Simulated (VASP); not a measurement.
# Ru in VASP: work function with LDA

Aim: the work function of Ru with LDA.

Program: VASP 6.6.1. These are calculated values, not measurements. Logs are shortened: lines on timing, memory, paths and dates and some standing lists are left out, and cuts for length are marked.

**1. The structure**

The cell holds a slab with vacuum, 4 atoms: a = 2.676 Å, b = 2.676 Å, c = 27.600 Å, α = 90.00°, β = 90.00°, γ = 120.00°.

The cell was built by a generator and needn't be a form met in nature.

**2. Work function, LDA**

INCAR

```
PREC = Accurate
ENCUT = 520
EDIFF = 1E-6
ISMEAR = 1
SIGMA = 0.1
LREAL = False
LASPH = True
NELM = 60
ALGO = Fast
ISIF = 2
LWAVE = False
LCHARG = True
LDIPOL = True
IDIPOL = 3
DIPOL = 0.5 0.5 0.500
LELF = True
LVHAR = True
LVACPOTAV = True
```

KPOINTS

```
regular mesh
0
Gamma
  14 14 1
```

POSCAR

```
Ru                                      
1.0
    2.6764199300      0.0000000000      0.0000000000
   -1.3382099600      2.3178476100      0.0000000000
    0.0000000000      0.0000000000     27.5997616100
  Ru            
     4
Selective dynamics
Direct
     0.3333330000000032    0.6666669999999968    0.3850929099999973   F   F   F
     0.6666669999999968    0.3333330000000032    0.4591709071463601   T   T   T
     0.3333330000000032    0.6666669999999968    0.5361668969129390   T   T   T
     0.6666669999999968    0.3333330000000032    0.6102564726732217   T   T   T
```

Potentials or basis: VASP PAW LDA potentials, release 64 (Ru_pv).

Launch:

```
> cat potpaw_LDA.64/Ru_pv/POTCAR > POTCAR
> mpirun -np 1 vasp_std > vasp.out
```

OUTCAR:

```text
PREC = Accurate
   ENCUT = 520
   EDIFF = 1E-6
   ISMEAR = 1
   LREAL = False
   LASPH = True
   NELM = 60
   ISIF = 2

 ion  position               nearest neighbor table
   1  0.333  0.667  0.385-   2 2.56   2 2.56   2 2.56
   2  0.667  0.333  0.459-   1 2.56   1 2.56   1 2.56   3 2.63   3 2.63   3 2.63
   3  0.333  0.667  0.536-   4 2.56   4 2.56   4 2.56   2 2.63   2 2.63   2 2.63
   4  0.667  0.333  0.610-   3 2.56   3 2.56   3 2.56

  LATTYP: Found a hexagonal cell.
 ALAT       =     2.6764199300
 C/A-ratio  =    10.3121940248

  Lattice vectors:

 A1 = (   2.6764199300,   0.0000000000,   0.0000000000)
 A2 = (  -1.3382099600,   2.3178476100,   0.0000000000)
 A3 = (   0.0000000000,   0.0000000000,  27.5997616100)

Analysis of symmetry for initial positions (statically):
=====================================================================
 Subroutine PRICEL returns:
 Original cell was already a primitive cell.

 Routine SETGRP: Setting up the symmetry group for a
 hexagonal supercell.

 Subroutine GETGRP returns: Found  6 space group operations
 (whereof  6 operations were pure point group operations)
 out of a pool of 24 trial point group operations.

The static configuration has the point symmetry C_3v.

Analysis of symmetry for dynamics (positions and initial velocities):
=====================================================================
 Subroutine PRICEL returns:
 Original cell was already a primitive cell.

 Routine SETGRP: Setting up the symmetry group for a
 hexagonal supercell.

 Subroutine GETGRP returns: Found  6 space group operations
 (whereof  6 operations were pure point group operations)
 out of a pool of 24 trial point group operations.

The dynamic configuration has the point symmetry C_3v.

Analysis of constrained symmetry for selective dynamics:
=====================================================================
 Subroutine PRICEL returns:
 Original cell was already a primitive cell.

 Routine SETGRP: Setting up the symmetry group for a
 hexagonal supercell.

 Subroutine GETGRP returns: Found  6 space group operations
 (whereof  6 operations were pure point group operations)
 out of a pool of 24 trial point group operations.

The constrained configuration has the point symmetry C_3v.

 Subroutine INISYM returns: Found  6 space group operations
 (whereof  6 operations are pure point group operations),
 and found     1 'primitive' translations

----------------------------------------------------------------------------------------

                                     Primitive cell

  volume of cell :     171.2160

  direct lattice vectors                    reciprocal lattice vectors
     2.676419930  0.000000000  0.000000000     0.373633445  0.215717373  0.000000000
    -1.338209960  2.317847610  0.000000000     0.000000000  0.431434748  0.000000000
     0.000000000  0.000000000 27.599761610     0.000000000  0.000000000  0.036232197

  length of vectors
     2.676419930  2.676419892 27.599761610     0.431434742  0.431434748  0.036232197

  position of ions in fractional coordinates (direct lattice)
     0.333333000  0.666667000  0.385092910
     0.666667000  0.333333000  0.459170907
     0.333333000  0.666667000  0.536166897
     0.666667000  0.333333000  0.610256473

  ion indices of the primitive-cell ions
   primitive index   ion index
                 1           1
                 2           2
                 3           3
                 4           4

----------------------------------------------------------------------------------------

 KPOINTS: regular mesh

Automatic generation of k-mesh.
 Grid dimensions read from file:
 generate k-points for:   14   14    1

 Generating k-lattice:

  Cartesian coordinates                     Fractional coordinates (reciprocal lattice)
     0.026688103  0.015408384  0.000000000     0.071428571  0.000000000  0.000000000
     0.000000000  0.030816768  0.000000000     0.000000000  0.071428571  0.000000000
     0.000000000  0.000000000  0.036232197     0.000000000  0.000000000  1.000000000

  Length of vectors
     0.030816767  0.030816768  0.036232197

  Shift w.r.t. Gamma in fractional coordinates (k-lattice)
     0.000000000  0.000000000  0.000000000

 Subroutine IBZKPT returns following result:
 ===========================================

 Found     24 irreducible k-points:

 Following reciprocal coordinates:
            Coordinates               Weight
  0.000000  0.000000  0.000000      1.000000
  0.071429  0.000000  0.000000      6.000000
  0.142857  0.000000  0.000000      6.000000
  0.214286  0.000000  0.000000      6.000000
  0.285714 -0.000000  0.000000      6.000000
  0.357143  0.000000  0.000000      6.000000
[... 16 lines left out ...]
  0.285714  0.285714  0.000000      6.000000
  0.357143  0.285714  0.000000      6.000000
   k-points           NKPTS =     24   k-points in BZ     NKDIM =     24   number of bands    NBANDS=     33
   number of dos      NEDOS =    301   number of ions     NIONS =      4
   total plane-waves  NPLWV =  84000
   dimension x,y,z NGX =    20 NGY =   20 NGZ =  210
   dimension x,y,z NGXF=    40 NGYF=   40 NGZF=  420
   ions per type =               4
   NGX,Y,Z   is equivalent  to a cutoff of  12.42, 12.42, 12.65 a.u.
   NGXF,Y,Z  is equivalent  to a cutoff of  24.85, 24.85, 25.30 a.u.
 SYSTEM =  unknown system
   PREC   = accura    normal or accurate (medium, high low for compatibility)
   ISTART =      0    job   : 0-new  1-cont  2-samecut
   ICHARG =      2    charge: 1-file 2-atom 10-const
   ISPIN  =      1    spin polarized calculation?
   LNONCOLLINEAR =      F non collinear calculations
   LSORBIT =      F    spin-orbit coupling
   LASPH  =      T    aspherical Exc in radial PAW
   ENCUT  =  520.0 eV  38.22 Ry    6.18 a.u.   4.98  4.98 51.32*2*pi/ulx,y,z
   NELM   =     60;   NELMIN=  2; NELMDL= -5     # of ELM steps
   EDIFF  = 0.1E-05   stopping-criterion for ELM
   LREAL  =      F    real-space projection
   EDIFFG = 0.1E-04   stopping-criterion for IOM
   NSW    =      0    number of steps for IOM
   IBRION =     -1    ionic relax: 0-MD 1-quasi-New 2-CG
   NFREE  =      0    steps in history (QN), initial steepest desc. (CG)
   ISIF   =      2    stress and relaxation
   ISYM   =      2    0-nonsym 1-usesym 2-fastsym
   POTIM  = 0.5000    time-step for ionic-motion
   TEBEG  =    0.0;   TEEND  =   0.0 temperature during run
   PSTRESS=    0.0 pullay stress
   NELECT =      56.0000    total number of electrons
   NUPDOWN=      -1.0000    fix difference up-down
   EMIN   =  10.00;   EMAX   =-10.00  energy-range for DOS
   EFERMI =   0.00;   METHOD = LEGACY
   ISMEAR =     1;   SIGMA  =   0.10  broadening in eV -4-tet -1-fermi 0-gaus
   EFERMI_NEDOS =   21; number of points for ismear=-14 and -15
   IALGO  =     68    algorithm
   IMIX   =      4    mixing-type and parameters
     AMIX     =   0.40;   BMIX     =  1.00
     AMIX_MAG =   1.60;   BMIX_MAG =  1.00
  volume/ion in A,a.u.               =      42.80       288.86
  Fermi-wavevector in a.u.,A,eV,Ry     =   1.127949  2.131514 17.310261  1.272268
  Thomas-Fermi vector in A             =   2.264637
   LORBIT       =      0    0 simple, 1 ext, 2 COOP (PROOUT), +10 PAW based schemes
   GGA     = CA    functional components
   LHFCALC =     F    Hartree Fock is set to
   AEXX    =    0.0000 exact exchange contribution
   IVDW    =     0    specifies the selected vdW correction
   LEPSILON=     F    determine dielectric tensor
   LRPA    =     F    only Hartree local field effects (RPA)
 non-spin polarized calculation
 RMM-DIIS sequential band-by-band and
 Methfessel and Paxton  Order N= 1 SIGMA  =   0.10
  energy-cutoff  :      520.00
  volume of cell :      171.22
 maximum number of plane-waves:      4679
 NGX is ok and might be reduce to    20
   NGX =  9   NGY =  9   NGZ =103

 dipolmoment           0.000000      0.000000     -0.000000 electrons x Angstroem

 number of electron      55.9999998 magnetization

 dipolmoment           0.000000      0.000000      0.000019 electrons x Angstroem

 Free energy of the ion-electron system (eV)
  ---------------------------------------------------
  ext. energy  EPLUGINS =         0.00000000
  ---------------------------------------------------
  free energy    TOTEN  =       -40.28333996 eV

  energy without entropy =      -40.28350989  energy(sigma->0) =      -40.28339660

 E-fermi :   0.3933     XC(G=0):  -5.2502

 val. band max:        0.3857924911   @ k =   0.2857   0.0714   0.0000
 cond. band min:       0.4084602928   @ k =   0.2143   0.0000   0.0000
 fundamental gap:      0.0226678017
 Fermi energy:         0.3933182106

 k-point     1 :       0.0000    0.0000    0.0000
  band No.  band energies     occupation
      1     -43.2223      2.00000
      2     -42.7615      2.00000
      3     -42.2761      2.00000
      4     -42.2761      2.00000
      5     -42.1853      2.00000
      6     -42.1853      2.00000
[... 25 lines left out ...]
     32       0.5099     -0.06978
     33       1.6327     -0.00000

 k-point     2 :       0.0714    0.0000    0.0000
  band No.  band energies     occupation
      1     -43.2069      2.00000
      2     -42.7621      2.00000
      3     -42.3118      2.00000
      4     -42.2889      2.00000
      5     -42.2642      2.00000
      6     -42.1943      2.00000
[... 25 lines left out ...]
     32       0.4647      0.07103
     33       0.7743     -0.00000

 k-point     3 :       0.1429    0.0000    0.0000
  band No.  band energies     occupation
      1     -43.1636      2.00000
      2     -42.7736      2.00000
      3     -42.4202      2.00000
      4     -42.3904      2.00000
      5     -42.3241      2.00000
      6     -42.2196      2.00000
[... 25 lines left out ...]
     32       0.3803      1.21869
     33       1.4126     -0.00000

 k-point     4 :       0.2143    0.0000    0.0000
  band No.  band energies     occupation
      1     -43.1024      2.00000
      2     -42.8279      2.00000
      3     -42.5936      2.00000
      4     -42.4956      2.00000
      5     -42.3739      2.00000
      6     -42.2570      2.00000
[... 25 lines left out ...]
     32       0.4085      0.74694
     33       1.4796     -0.00000

 k-point     5 :       0.2857   -0.0000    0.0000
  band No.  band energies     occupation
      1     -43.0485      2.00000
      2     -42.9447      2.00000
      3     -42.7613      2.00000
      4     -42.5848      2.00000
      5     -42.4277      2.00000
      6     -42.2990      2.00000
[... 604 lines left out ...]
 k-point    22 :       0.3571    0.2143    0.0000
  band No.  band energies     occupation
      1     -43.1018      2.00000
      2     -43.0625      2.00000
      3     -42.8365      2.00000
      4     -42.7443      2.00000
      5     -42.6531      2.00000
      6     -42.6236      2.00000
[... 25 lines left out ...]
     32       2.0673     -0.00000
     33       5.8901      0.00000

 k-point    23 :       0.2857    0.2857    0.0000
  band No.  band energies     occupation
      1     -43.0476      2.00000
      2     -43.0349      2.00000
      3     -42.8782      2.00000
      4     -42.6907      2.00000
      5     -42.6904      2.00000
      6     -42.6691      2.00000
[... 25 lines left out ...]
     32       2.0471     -0.00000
     33       6.0506      0.00000

 k-point    24 :       0.3571    0.2857    0.0000
  band No.  band energies     occupation
      1     -43.0335      2.00000
      2     -43.0131      2.00000
      3     -42.9055      2.00000
      4     -42.7377      2.00000
      5     -42.6940      2.00000
      6     -42.6682      2.00000
[... 25 lines left out ...]
     32       1.7620     -0.00000
     33       7.3918      0.00000

------------------------ aborting loop because EDIFF is reached ----------------------------------------

  FORCE on cell =-STRESS in cart. coord.  units (eV):
  Direction    XX          YY          ZZ          XY          YZ          ZX
  --------------------------------------------------------------------------------------
  -------------------------------------------------------------------------------------
  Total       -3.3088480     -3.3088479     -0.0691649     -0.0000000     -0.0000000     -0.0000000
  in kB      -30.9629931    -30.9629920     -0.6472196     -0.0000001     -0.0000000     -0.0000000
  external PRESSURE =     -20.8577349 kB  Pullay stress =       0.0000000 kB

 VOLUME and BASIS-vectors are now :
 -----------------------------------------------------------------------------
  energy-cutoff  :      520.00
  volume of cell :      171.22
      direct lattice vectors                 reciprocal lattice vectors
     2.676419930  0.000000000  0.000000000     0.373633445  0.215717373  0.000000000
    -1.338209960  2.317847610  0.000000000     0.000000000  0.431434748  0.000000000
     0.000000000  0.000000000 27.599761610     0.000000000  0.000000000  0.036232197

 POSITION                                       TOTAL-FORCE (eV/Angst)
 -----------------------------------------------------------------------------------
     -0.00000      1.54523     10.62847        -0.000000     -0.000000      0.001821
      1.33821      0.77262     12.67301         0.000000      0.000000      0.000600
     -0.00000      1.54523     14.79808         0.000000     -0.000000      0.002965
      1.33821      0.77262     16.84293        -0.000000      0.000000     -0.005386
 -----------------------------------------------------------------------------------
    total drift:                                0.000000     -0.000000     -0.000056

  FREE ENERGIE OF THE ION-ELECTRON SYSTEM (eV)
  ---------------------------------------------------
  free  energy   TOTEN  =       -40.2833399600 eV

  energy  without entropy=      -40.2835098874  energy(sigma->0) =      -40.28339660

 vacuum level on the upper side and lower side of the slab         5.815         5.815
```

It took 2 min on 1 thread of Intel Xeon 6975P-C (Granite Rapids), shared host; peak memory 0.27 GiB.

What came out:

```
Free energy                     : -40.2833 eV
Largest force                   : 0.005 eV/Å
Band gap on the k mesh          : none (metal or under the smearing width)
Work function of the upper face : 5.42 eV
Work function of the lower face : 5.42 eV
```

Forces on the atoms (eV/Å):
```
Ru   0.000  0.000  0.002
Ru   0.000  0.000  0.001
Ru   0.000  0.000  0.003
Ru   0.000  0.000 -0.005
```
